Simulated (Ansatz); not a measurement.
# TiC: the cost of one run

Method: DFT PBE, scalar-relativistic, plane waves, PAW, in Ansatz 0.2.0.

1 further run of the same task is left out (set aside as unsound or not needed).

## (1) Starting point

Symmetry: Fm-3m, No. 225, cubic system. The conventional cell has a = 4.333 Å, b = 4.333 Å, c = 4.333 Å, α = 90.00°, β = 90.00°, γ = 90.00°. Around Ti (site symmetry m-3m) lie 6 C at 2.17 Å. Around C (site symmetry m-3m) lie 6 Ti at 2.17 Å.

Structure file:

```
CELL_PARAMETERS angstrom
0.00000 2.16646 2.16646
2.16646 0.00000 2.16646
2.16646 2.16646 0.00000
ATOMIC_POSITIONS crystal
Ti 0.00000 0.00000 0.00000
C 0.50000 0.50000 0.50000
```

This cell was relaxed beforehand with the same method: volume 10.17 Å³/atom, gap on the mesh none (metal).

The bulk reference comes from a run made before at the same settings: -1376.1365 eV/atom.

## (2) The (111) slab

Miller indices refer to the conventional cell of the relaxed bulk, Fm-3m (No. 225): a = 4.333 Å, b = 4.333 Å, c = 4.333 Å, α = 90.00°, β = 90.00°, γ = 90.00°.

The slab is a (111) slab, 11.3 Å thick as cut, with 15 Å of vacuum; its outer planes are Ti (top) and C (bottom).

The slab as cut. Layers, bottom to top:

| plane | atoms per cell | height over the lowest (Å) |
| --- | --- | --- |
| 1 | C | 0.00 |
| 2 | Ti | 1.25 |
| 3 | C | 2.50 |
| 4 | Ti | 3.75 |
| 5 | C | 5.00 |
| 6 | Ti | 6.25 |
| 7 | C | 7.50 |
| 8 | Ti | 8.76 |
| 9 | C | 10.01 |
| 10 | Ti | 11.26 |

## (3) The slab as cut, atoms at the bulk's places

The cell repeats along c, and a dipole correction in the vacuum removes the field between the copies.

input.yaml reads:

```yaml
crystal:
  lattice:
    - [3.0638392697, 0.0, 0.0]
    - [-1.5319196349, 2.6533626407, 0.0]
    - [0.0, 0.0, 26.2572642972]
  atoms:
    - { symbol: C, position: [0.3333333333, 0.6666666667, 0.2856352404] }
    - { symbol: Ti, position: [0.6666666667, 0.3333333333, 0.3332718537] }
    - { symbol: C, position: [0.0, 0.0, 0.3809084669] }
    - { symbol: Ti, position: [0.3333333333, 0.6666666667, 0.4285450801] }
    - { symbol: C, position: [0.6666666667, 0.3333333333, 0.4761816934] }
    - { symbol: Ti, position: [0.0, 0.0, 0.5238183066] }
    - { symbol: C, position: [0.3333333333, 0.6666666667, 0.5714549199] }
    - { symbol: Ti, position: [0.6666666667, 0.3333333333, 0.6190915331] }
    - { symbol: C, position: [0.0, 0.0, 0.6667281463] }
    - { symbol: Ti, position: [0.3333333333, 0.6666666667, 0.7143647596] }
basis:
  ecutwfc: 420
kpoints:
  mp_grid: { grid: [12, 12, 1] }
hamiltonian:
  xc: pbe
scf:
  occupations: { method: gaussian, width: 0.1 }
output:
  forces: true
  stress: true
  eigenvalues: true
  write_density: true
  write_potential: true
  elf: true
  volumetric_format: npy
efield:
  axis: 3
  dipole_correction: true
  ramp_width: 0.04
```

Started as:

```console
> ansatz run input.yaml --threads 1 --pin off --max-ram 2560MiB --backend cpu --events-out ev --progress --plain --runs-dir out
```

Q: Estimate wall time and peak memory on 1 thread of Intel Xeon Platinum 8488C (Sapphire Rapids), shared host.

About 28 s, with a peak of 0.51 GiB.
